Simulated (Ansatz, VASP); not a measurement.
# Cross-check of NiS between VASP and Ansatz, part 2 of 2

Aim: how closely do two programs agree when they are given the same cell, functional and k mesh? The cell is taken from a series of VASP runs on this material, whose earlier steps may have relaxed, scaled or displaced it; both programs get it as it stands.

VASP 6.6.1 and Ansatz 0.2.0.

So far: The structure; VASP: relaxation of cell and atoms, PBEsol.

## 3. Ansatz: relaxation of cell and atoms, PBEsol

Level of this step: Ansatz beside VASP: Kohn-Sham DFT, plane waves, PBEsol (Ansatz).

Ansatz runs on its default PAW (the set named soft_2) files.

The same cell, functional, mesh and smearing now go to Ansatz, which takes its cutoff from its data sets.

Contents of input.yaml:

```yaml
crystal:
  lattice:
    - [3.405345836, 0.0, 0.0]
    - [-1.702672918, 2.9491160027, 0.0]
    - [0.0, 0.0, 5.0776002161]
  atoms:
    - { symbol: Ni, position: [0.0, 0.0, 0.5], spin: 1.0 }
    - { symbol: Ni, position: [0.0, 0.0, 0.0], spin: 1.0 }
    - { symbol: S, position: [0.6666666667, 0.3333333333, 0.75] }
    - { symbol: S, position: [0.3333333333, 0.6666666667, 0.25] }
hamiltonian:
  xc: pbesol
  pseudopotentials: { kind: paw }
magnetization:
  spin_polarized: true
kpoints:
  mp_grid: { grid: [16, 16, 10] }
scf:
  occupations: { method: gaussian, width: 0.05 }
relax:
  f_tol: 0.01
  max_steps: 60
  cell: { stress_tol: 0.05 }
output:
  forces: true
  stress: true
  write_density: true
  write_potential: true
  elf: true
  volumetric_format: npy
```

Command:

```console
$ ansatz run input.yaml --threads 4 --pin off --max-ram 9216MiB --backend cpu --events-out ev --progress --plain --runs-dir out
```

Numbers of over 12 decimals in the logs are rounded to 6 here.

What it wrote:

```text
Engine: ansatz 0.2.0, aarch64-unknown-linux-gnu
Pseudopotentials: kind: paw
Pseudopotential: Ni, paw, valence charge 18, recommended cutoff 420 eV (normal), Ni.paw.azcp
Pseudopotential: S, paw, valence charge 6, recommended cutoff 420 eV (normal), S.paw.azcp
Functional definition: PBEsol
  exchange = pbesol_x
  correlation = pbesol_c
Crystal: 4 atoms, lattice volume = 50.993 Å³
Basis set: ecut = 420 eV, 989 PW (Γ), exchange–correlation on 48×48×72 points (8 copies of the dense FFT grid, shifted against one another)
Bands: 30, of which v1, the nominal top of the filled ones, is band 24 counted from 1 (23 counted from 0)
Symmetry: 24 space group operations
Space group: P63/mmc (ITA 194), of the structure as read, at distance tolerance 3.7e-5 Å
Magnetic group: BNS 194.263 (UNI 1493), of the structure as read, at distance tolerance 3.7e-5 Å
k-points: 180 of 2560
Non-local potential: Ni, projectors of the file, l = 0: 3, l = 1: 2, l = 2: 3, l = 3: 1
Non-local potential: S, projectors of the file, l = 0: 2, l = 1: 2, l = 2: 2
PAW form: soft (Blöchl's): semilocal exchange-correlation on the pseudo side does not see the compensation charge
PAW frozen core: Ni, regenerated for the run's functional, and the local potential with it (the file was generated under x = pbe(κ = 0.804, μ = 0.219515), c = pbe(β = 0.066725))
PAW frozen core: S, regenerated for the run's functional, and the local potential with it (the file was generated under x = pbe(κ = 0.804, μ = 0.219515), c = pbe(β = 0.066725))
PAW one-centre angular grid: Ni, 590 points (default); XC on 64 Gauss nodes
PAW one-centre angular grid: S, 110 points (default); XC on 64 Gauss nodes
Initial density: superposition of atomic densities (chi_scale 0.1, normalization cell)
Starting moments: Σ|m| = 2 μB on 2 of 4 sites
Initial wavefunctions: pseudopotential atomic-orbital guess
Functional: x = pbesol(κ = 0.804, μ = 0.123457), c = pbesol(β = 0.046)
iter 1 solved again at ethr=6.91e-4 eV; its pass at ethr=3.10e-3 eV (dr2=3.32e-1 eV) is discarded
SCF iter   1: F=—  HF=-13377.468262 eV  |F-HF|=—  |Δ(HF+E_count)|=         —  Δρ=3.33e-2 (↑2.01e-2 ↓3.33e-2)  dr2=3.36e-1  dr2_m=1.07e-1  M=1.739 μB ∫|m|=1.743 μB  β_m=0.30  ethr=6.91e-4  ⟨swp⟩=1.0  Hψ=56652  notcnv=0
Mixer restart at iter 1: flushing history
preconditioner: auto → Kerker (q_TF=auto, 2.701 Å⁻¹)  [metal: Δε(μ)=0.001 eV  Ē_g=8.541 eV  σ=0.050 eV  W_gap=0.01  n_scr=22 (ndim 8)  ℏωp=29.4 eV  f_vac=0.000  D(μ)=3.69/eV (n_scr^D=34)]
spin=Collinear: Kerker preconditioning applied to the charge; magnetization (m = ρ↑ − ρ↓) channel mixes plain (no charge-response kernel on spin).
SCF iter   2: F=—  HF=-13378.354099 eV  |F-HF|=—  |Δ(HF+E_count)|=   8.86e-1  Δρ=3.77e-2 (↑1.27e-2 ↓3.77e-2)  dr2=5.01e-1  dr2_m=1.63e-1  M=1.520 μB ∫|m|=1.526 μB  β_m=0.65  ethr=6.91e-4  ⟨swp⟩=1.9  Hψ=11845  notcnv=0
SCF iter   3: F=—  HF=-13380.187586 eV  |F-HF|=—  |Δ(HF+E_count)|=    1.83e0  Δρ=4.11e-2 (↑1.16e-2 ↓4.11e-2)  dr2=6.86e-1  dr2_m=2.73e-1  M=1.191 μB ∫|m|=1.205 μB  β_m=0.33  ethr=6.91e-4  ⟨swp⟩=2.2  Hψ=16745  notcnv=0
SCF iter   4: F=—  HF=-13380.544531 eV  |F-HF|=—  |Δ(HF+E_count)|=   3.57e-1  Δρ=3.20e-2 (↑1.14e-2 ↓3.20e-2)  dr2=3.39e-1  dr2_m=1.87e-1  M=1.014 μB ∫|m|=1.026 μB  β_m=0.18  ethr=6.91e-4  ⟨swp⟩=2.0  Hψ=15256  notcnv=0  defer=520
SCF iter   5: F=—  HF=-13380.748917 eV  |F-HF|=—  |Δ(HF+E_count)|=   2.04e-1  Δρ=2.00e-2 (↑2.00e-2 ↓1.39e-2)  dr2=1.06e-1  dr2_m=8.00e-2  M=0.872 μB ∫|m|=0.879 μB  β_m=0.33  ethr=6.91e-4  ⟨swp⟩=2.1  Hψ=15651  notcnv=0  defer=520
SCF iter   6: F=—  HF=-13381.190253 eV  |F-HF|=—  |Δ(HF+E_count)|=         —  Δρ=2.61e-2 (↑2.61e-2 ↓1.57e-2)  dr2=5.45e-2  dr2_m=1.92e-1  M=0.117 μB ∫|m|=0.139 μB  β_m=0.86  ethr=2.22e-4  ⟨swp⟩=2.4  Hψ=17174  notcnv=0  defer=519
Mixer restart at iter 6: flushing history
SCF iter   7: F=—  HF=-13381.255618 eV  |F-HF|=—  |Δ(HF+E_count)|=   6.54e-2  Δρ=2.11e-2 (↑7.98e-3 ↓2.11e-2)  dr2=2.93e-1  dr2_m=2.18e-2  M=0.051 μB ∫|m|=0.061 μB  β_m=0.88  ethr=1.14e-4  ⟨swp⟩=2.2  Hψ=20548  notcnv=0  defer=519
SCF iter   8: F=—  HF=-13381.351352 eV  |F-HF|=—  |Δ(HF+E_count)|=   9.57e-2  Δρ=2.00e-2 (↑2.00e-2 ↓1.41e-2)  dr2=3.06e-1  dr2_m=4.36e-3  M=0.025 μB ∫|m|=0.032 μB  β_m=0.68  ethr=1.14e-4  ⟨swp⟩=3.0  Hψ=25696  notcnv=0  defer=499
SCF iter   9: F=—  HF=-13381.244807 eV  |F-HF|=—  |Δ(HF+E_count)|=   1.07e-1  Δρ=2.24e-3 (↑1.26e-3 ↓2.24e-3)  dr2=7.49e-3  dr2_m=1.82e-4  M=0.009 μB ∫|m|=0.012 μB  β_m=0.76  ethr=1.14e-4  ⟨swp⟩=2.6  Hψ=21931  notcnv=0  defer=533
SCF iter  10: F=—  HF=-13381.243066 eV  |F-HF|=—  |Δ(HF+E_count)|=   1.74e-3  Δρ=1.10e-3 (↑1.10e-3 ↓9.36e-4)  dr2=1.16e-3  dr2_m=4.74e-6  M=0.002 μB ∫|m|=0.002 μB  β_m=0.88  ethr=1.56e-5  ⟨swp⟩=2.1  Hψ=16198  notcnv=0  defer=529
SCF iter  11: F=—  HF=-13381.243430 eV  |F-HF|=—  |Δ(HF+E_count)|=   3.65e-4  Δρ=3.36e-4 (↑3.36e-4 ↓2.43e-4)  dr2=1.04e-4  dr2_m=1.93e-6  M=0.001 μB ∫|m|=0.001 μB  β_m=0.87  ethr=2.42e-6  ⟨swp⟩=2.0  Hψ=13527  notcnv=0  defer=529
SCF iter  12: F=—  HF=-13381.243453 eV  |F-HF|=—  |Δ(HF+E_count)|=   2.28e-5  Δρ=4.97e-5 (↑4.34e-5 ↓4.97e-5)  dr2=5.71e-6  dr2_m=3.15e-8  M=0.000 μB ∫|m|=0.000 μB  β_m=0.93  ethr=2.17e-7  ⟨swp⟩=2.2  Hψ=16674  notcnv=0  defer=529
SCF iter  13: F=—  HF=-13381.243454 eV  |F-HF|=—  |Δ(HF+E_count)|=   1.36e-6  Δρ=9.96e-6 (↑9.96e-6 ↓9.25e-6)  dr2=2.20e-7  dr2_m=3.27e-9  M=-0.000 μB ∫|m|=0.000 μB  β_m=0.97  ethr=1.19e-8  ⟨swp⟩=2.6  Hψ=17255  notcnv=0  defer=529
SCF iter  14: F=—  HF=-13381.243455 eV  |F-HF|=—  |Δ(HF+E_count)|=   9.32e-8  Δρ=8.41e-6 (↑8.41e-6 ↓6.88e-6)  dr2=1.01e-7  dr2_m=4.36e-10  M=-0.000 μB ∫|m|=0.000 μB  β_m=0.98  ethr=4.58e-10  ⟨swp⟩=2.1  Hψ=16053  notcnv=0  defer=529
SCF iter  15: F=—  HF=-13381.243455 eV  |F-HF|=—  |Δ(HF+E_count)|=  9.75e-10  Δρ=1.14e-6 (↑1.14e-6 ↓5.40e-7)  dr2=7.69e-10  dr2_m=7.86e-11  M=-0.000 μB ∫|m|=0.000 μB  β_m=0.94  ethr=2.10e-10  ⟨swp⟩=2.0  Hψ=13745  notcnv=0  defer=529
SCF iter  16: F=-13381.243455 eV  HF=-13381.243455 eV  |F-HF|=9.46e-10  |Δ(HF+E_count)|=  2.55e-11  Δρ=8.75e-7 (↑7.16e-7 ↓8.75e-7)  dr2=1.09e-9  dr2_m=3.67e-12  M=-0.000 μB ∫|m|=0.000 μB  ethr=1.60e-12  ⟨swp⟩=4.3  Hψ=56225  notcnv=0
WARN: the starting moments were not kept: the SCF closed with an absolute magnetisation of 2.9e-6 μB, where they sum to 2 μB in size (2 sites). That is at most 0.1 of that sum. Measured as dr2_m measures the in/out step, that magnetisation stands 7.9e-12 eV from none, at or under the dr2_threshold of 1.0e-7 eV: it is no larger than a step whose dr2_m would equal this threshold. The system may hold no moment; this SCF [...]
SCF 1 converged in 16 iterations: F = -13381.243455 eV  dr2 = 1.09e-9
  greatest PAW one-centre occupation: 1.001 electrons in one spin orbital (limit 2), on the Ni atom at site 1 (counted from 0), in its partial waves of l = 1
relax step   1: F+E_penalty+E_count = -13381.24345456 eV  Δ(F+E_penalty+E_count) = +0.000e0 eV  max|allowed force component| = 1.619e-16 eV/Å  Δτ_max = 0.0000 Å  P = -0.141 GPa  Ω = 50.993 Å³  (16 SCF iters, dr2 threshold 1.00e-7 eV, accepted)
[...]
relax step   2: F+E_penalty+E_count = -13381.24347769 eV  Δ(F+E_penalty+E_count) = -2.313e-5 eV  max|allowed force component| = 7.980e-17 eV/Å  Δτ_max = 0.0000 Å  P = -0.068 GPa  Ω = 50.970 Å³  energy of the carried Pulay correction = +5.167e-6 eV  (6 SCF iters, dr2 threshold 8.84e-8 eV, accepted)
[...]
relax step   3: F+E_penalty+E_count = -13381.24348868 eV  Δ(F+E_penalty+E_count) = -1.099e-5 eV  max|allowed force component| = 1.376e-16 eV/Å  Δτ_max = 0.0000 Å  P = +0.000 GPa  Ω = 50.948 Å³  energy of the carried Pulay correction = +1.008e-5 eV  (6 SCF iters, dr2 threshold 2.28e-8 eV, accepted)
[...]
relax step   4: F+E_penalty+E_count = -13381.24347987 eV  Δ(F+E_penalty+E_count) = +8.808e-6 eV  max|allowed force component| = 1.099e-16 eV/Å  Δτ_max = 0.0000 Å  P = +0.000 GPa  Ω = 50.948 Å³  stress off target by 4.28e-4 GPa  SCF on the basis re-selected at this cell (its energy is not comparable with the rows above)  (7 SCF iters)
basis re-selected at this cell: Δ(F+E_penalty+E_count) = +8.808e-6 eV, ΔP = -0.000 GPa vs the last step (what re-selecting the basis moved, of the pressure what is left beyond the Pulay correction that the steps carried, after the strain that the cell walked since its last selection, with what the two solves' SCF thresholds leave and, on support functions, any second-order correction that the steps lacked; it is no m [...]
SCF converged after 7 iterations
Magnetization: 0.0000 μB (24.0000 up, 24.0000 down)
Absolute magnetization: 0.0000 μB (∫|ρ↑−ρ↓|, with the PAW one-centre terms)
Spin contamination: 0.0000 ħ² per cell (⟨S²⟩ above its minimum at these occupations)
Per-site moments (μB) at R_I (Å): [(6.860497205992209e-9, 0.965095), (6.860497205233182e-9, 0.965095), (1.782827523634385e-9, 0.965095), (1.7828273058008126e-9, 0.965095)]
Free energy (F): -13381.243480 eV
Harris-Foulkes:  -13381.243480 eV  (|F-HF|=9.09e-12)
Internal energy: -13381.239916 eV  (E = F + TS)
E sigma→0 (E₀):  -13381.241698 eV
Entropy (-TS):   -0.003564 eV (-0.891 meV/atom)
Fermi energy:    14.112013 eV
--- Per-component energies (eV) ---
  E_band       = -650.321873
  E_kinetic    = 784.216025
  E_local      = -8831.943859  (includes V_loc(G=0)·N_el)
  E_nonlocal   = 1341.208331
  E_hartree    = 3761.092815
  E_xc         = -362.324791
  E_vxc        = -395.052830  (∫ρ·V_xc dr)
  E_paw        = -4366.023194  (= ΣΔE_a)
  E_vpaw       = -1070.935731  (= ΣTr[D̂ρ^β])
  E_aug_tail   = 0.000943  (compensation charges beyond the density's cutoff)
  E_ewald      = -5707.984661
  E_core_change = 0.518476  (= ΣΔE_core)
  E_smearing   = -0.003564  (= −TS)
  E_closure    = 0.000000  (closes the sum)
  Σ components = -13381.243480   (vs F -13381.243480, Δ=0.00e0)
--- Forces (eV/Å), atoms counted from 1 ---
  atom   1  Ni    -0.00000000     0.00000000     0.00000000
  atom   2  Ni    -0.00000000    -0.00000000    -0.00000000
  atom   3  S      0.00000000    -0.00000000     0.00000000
  atom   4  S     -0.00000000     0.00000000    -0.00000000
  max |Σ_I F_I| component: 1.85e-17 eV/Å
--- Stress (GPa, compression-positive) ---
        0.000428      -0.000000       0.000000
       -0.000000       0.000428      -0.000000
        0.000000      -0.000000      -0.000229
  P = ⅓ Tr σ = 0.0002 GPa (0.002 kbar)
--- Band table (eV; the first three rows and the last of 360) ---
  k-point 0 ↑: bands = [... 20 lower, 12.5821, 12.5821, 13.4525, 13.8477, 15.7275, 15.7275, 17.3065, 18.8962, ... 2 higher]
  k-point 1 ↑: bands = [... 20 lower, 12.8046, 12.8046, 13.2587, 13.7476, 15.6895, 15.6895, 17.4287, 19.0722, ... 2 higher]
  k-point 2 ↑: bands = [... 20 lower, 12.8042, 13.2755, 13.2755, 13.4846, 15.5736, 15.5736, 17.7628, 19.4751, ... 2 higher]
  k-point 179 ↓: bands = [... 20 lower, 12.5577, 12.5577, 12.8217, 12.8217, 15.5881, 15.5881, 19.7473, 19.7473, ... 2 higher]
--- Relaxed structure (3 steps of the walk, 3 accepted, 1 SCFs on fresh bases) ---
  F+E_penalty+E_count = -13381.24347987 eV   max|allowed force component| = 1.099e-16 eV/Å   (the final SCF, on the basis selected at the relaxed cell)
  cell:  # Å, volume = 50.9480 Å³
    - [3.404971, 0, 0]
    - [-1.702485, 2.948791, 0]
    - [0, 0, 5.074227]
  atoms:
    - { symbol: Ni, position: [0, 0, 0.500000] }
    - { symbol: Ni, position: [0, 0, 0] }
    - { symbol: S, position: [0.666667, 0.333333, 0.75] }
    - { symbol: S, position: [0.333333, 0.666667, 0.250000] }
```

Run time: 33 s. Hardware: 4 threads of Arm Neoverse V1, shared host; peak memory 0.7 GiB.

## 4. Differences

Known differences besides the potentials themselves: both relaxations stop at a tolerance, which leaves soft axes loose, and VASP keeps its plane-wave basis; the data sets hold 48 valence electrons in Ansatz (default PAW (the set named soft_2) files) and 32 in VASP; the cutoff is 420 eV in Ansatz and 520 eV in VASP; Ansatz makes its cores anew for this functional, VASP keeps those of its PBE data sets; Ansatz adds a Pulay correction to the stress that steers its cell, VASP none. Total energies have different zeros and are not compared.

Both answers:

```csv
quantity,Ansatz,VASP,difference
volume (Å³),50.95,50.99,-0.09 %
"edge a after relaxation, in the typed setting (Å)",3.405,3.405,-0.01 %
"edge c after relaxation, in the typed setting (Å)",5.074,5.078,-0.07 %
```

The walks stopped with 0.00 GPa left in Ansatz and 0.06 GPa in VASP; each walk ends within a tolerance, so the volume difference is uncertain by about these residues over the bulk modulus, most in soft cells.

## 5. Summary of results

```json
{"difference in volume (relaxation of cell and atoms, PBEsol)": "-0.088 %"}
```

The difference in volume is -0.088 % (relaxation of cell and atoms, PBEsol), within the 1.2 % picked in this series as the mark of a large difference, as far as the stopping tolerances let one tell. Such differences can come from data sets, numerical settings and the points named under the comparisons, not from the functional's error against experiment.

[Lines on the potential files, build, host, timing and source positions are cut from VASP's logs without a mark.]

[Logs are printed without paths, hosts, clocks, repeated set-up lines and the standing remarks that a program may print on its own settings, such as how far it seeks lower states.]

[Hosts, paths, dates, database ids (printed as entryN), source tags and the programs' standing remarks are cut or masked in the printed files.]
